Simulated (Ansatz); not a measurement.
CuO (Tenorite):

```
Cu O
1.0
     2.34465   -1.71340    0.00000
     2.34465    1.71340    0.00000
    -0.86055    0.00000    5.05944
Cu O
2 2
Direct
  0.49680 0.00320 0.50000
  0.00320 0.49680 0.00000
  0.40560 0.57140 0.75370
  0.57140 0.40560 0.25370
```

Base run:

* Program: Ansatz 0.2.0
* Functional: PBEsol
* Potentials or basis: all-electron LAPW, scalar-relativistic
* Cutoff: 426 eV
* Density cutoff: 1705 eV
* Basis error allowed: 0.002 eV/atom
* k mesh: 10 × 10 × 5
* Occupations: fermi-dirac, width 0.05 eV
* Spin: no spin polarisation
* Hubbard terms: Cu d U = 2 eV

Its results: band gap on the k mesh none (metal or under the smearing width); pressure -1.9 GPa; largest force 0.757 eV/Å.

Task: After a change of settings the same cell gave: band gap on the k mesh none (metal or under the smearing width); pressure -0.8 GPa; largest force 0.779 eV/Å. Which change was it?
A. hubbard terms from Cu d U = 2 eV to Cu d U = 8 eV
B. hubbard terms from Cu d U = 2 eV to Cu d U = 4 eV
C. basis error allowed from 0.002 eV/atom to 0.001 eV/atom; hubbard terms from Cu d U = 2 eV to none

Result: B.

Caveats: U is the effective U less J, on atomic orbitals that reach past the spheres; the run has no spin polarisation, though such a crystal can be magnetic; U without spin polarisation on a metal has little footing.

Not every run made on this cell is shown here.
